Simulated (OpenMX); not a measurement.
# ZrB2 under changes of volume

One of the cells (10.454 Å³/atom); the others are scaled copies at fixed shape and fractional positions:

```
CELL_PARAMETERS angstrom
3.19099 0.00000 0.00000
-1.59550 2.76348 0.00000
0.00000 0.00000 3.55640
ATOMIC_POSITIONS crystal
Zr 0.00000 0.00000 0.00000
B 0.66667 0.33333 0.50000
B 0.33333 0.66667 0.50000
```

* Program: OpenMX 3.8.5
* Functional: PBE
* Potentials or basis: OpenMX 2013 PBE set, Zr7.0-s3p2d2, B7.0-s2p2d1, fixed grid of 32 × 32 × 42 points
* k mesh: 11 × 11 × 9
* Occupations: fermi-dirac, width 0.05 eV
* Spin: no spin polarisation

| volume (Å³/atom) | energy over the lowest point (meV/atom) | largest force (eV/Å) |
| --- | --- | --- |
| 9.634 | 37.94 | 0.008 |
| 9.839 | 17.72 | 0.008 |
| 10.044 | ? | ? |
| 10.454 | 0.00 | 0.006 |
| 10.659 | 6.27 | 0.006 |
| 10.864 | 17.73 | 0.005 |

Q: What does the run at 10.044 Å³/atom give?

A: Energy over the lowest point 5.10 meV/atom; largest force 0.008 eV/Å.

Worked out: A Birch-Murnaghan fit of order 3 (a polynomial in V^(-2/3)) to the other rows has its minimum at 10.33 Å³/atom with B0 = V·E''(V) = 238 GPa and B' = 3.8 at fixed shape and positions, which overstates the stiffness. It gives 5.12 meV/atom at 10.044 Å³/atom, against the run's 5.10.

Energies are extrapolated to zero smearing.

Caveats: the basis of atomic orbitals isn't converged, which shifts pressures, moduli and gaps.
